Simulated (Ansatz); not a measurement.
**SiO2: the band gap up the ladder of functionals**

The task here is to estimate one member of a computed series from the others.

Code: Ansatz 0.2.0. PAW datasets, plane waves. These are computed values for a spin-unpolarised cell that may be hypothetical; none is a measurement.

**Starting point**

The cell was relaxed beforehand with r2SCAN.

The symmetry is P4_2/nmc (No. 137, tetragonal); a = 2.825 Å, c = 8.189 Å in the conventional setting, 10.90 Å³ an atom. Si has 4 O at 1.64 Å; O has 2 Si at 1.64 Å.

Structure file:

```cif
data_structure
_symmetry_space_group_name_H-M 'P4_2/nmc:1'
_symmetry_Int_Tables_number 137
_cell_length_a 2.8254
_cell_length_b 2.8254
_cell_length_c 8.1889
_cell_angle_alpha 90.000
_cell_angle_beta 90.000
_cell_angle_gamma 90.000
_cell_volume 65.37
loop_
_atom_site_label
_atom_site_type_symbol
_atom_site_symmetry_multiplicity
_atom_site_Wyckoff_symbol
_atom_site_fract_x
_atom_site_fract_y
_atom_site_fract_z
_atom_site_occupancy
Si1 Si 2 a 0.50000 0.50000 0.50000 1
O1 O 4 d 0.00000 0.50000 0.60204 1
```

The first run:

The input, input.yaml:

```yaml
crystal:
  lattice:
    - [2.8254082387, 0.0, 0.0]
    - [0.0, 2.8254082387, 0.0]
    - [0.0, 0.0, 8.1888873168]
  atoms:
    - { symbol: Si, position: [0.5, 0.5, 0.5] }
    - { symbol: Si, position: [0.0, 0.0, 0.0] }
    - { symbol: O, position: [0.0, 0.5, 0.6020425943] }
    - { symbol: O, position: [0.5, 0.0, 0.8979574057] }
    - { symbol: O, position: [0.5, 0.0, 0.3979574057] }
    - { symbol: O, position: [0.0, 0.5, 0.1020425943] }
kpoints:
  mp_grid: { grid: [10, 10, 4] }
  band_path:
    path:
      - [[0.0, 0.0, 0.0], [9.717723410061e-52, 0.5, 0.0], [0.5, 0.5, 0.0], [0.0, 0.0, 0.0], [0.0, 0.0, 0.5], [9.717723410061e-52, 0.5, 0.5], [0.5, 0.5, 0.5], [0.0, 0.0, 0.5]]
      - [[9.717723410061e-52, 0.5, 0.0], [9.717723410061e-52, 0.5, 0.5]]
      - [[0.5, 0.5, 0.0], [0.5, 0.5, 0.5]]
    npoints: 10
hamiltonian:
  xc: pbe
scf:
  occupations: { method: fermi_dirac, width: 0.02 }
  n_extra_bands: 5
output:
  forces: true
  stress: true
  eigenvalues: true
  write_density: true
  write_potential: true
  elf: true
  volumetric_format: npy
```

On the command line:

```
$ ansatz run input.yaml --threads 2 --pin off --max-ram 20275MiB --backend cpu --events-out ev --progress --plain --runs-dir out
```

Steps of the session up to this table: PBE bands along the symmetry lines; Single point with r2SCAN; HSE06; Single point with PBE0.

One table of the session follows, with a row left open; its other results are not shown here.

```
 level  gap (eV)
   PBE      5.18
r2SCAN      5.93
 HSE06      7.09
  PBE0         ?
```

Q: Estimate the row for PBE0 from the others.

The run gave: gap (eV): 7.86. In the column «gap (eV)» it is the highest.

Meshes: PBE 10×10×4, r2SCAN 10×10×4, HSE06 6×6×2, PBE0 6×6×2

In words: The gap runs from 5.18 eV (PBE) to 7.86 eV (PBE0). Against HSE06, PBE is short by 1.91 eV, at 73 % of it, and r2SCAN 84 %. PBE0 lies 0.76 eV above HSE06, which differs from it by screening the long-range exchange.

Caveats from the session: Warnings in the runs' records: stress scf threshold loose, stress exchange threshold loose.
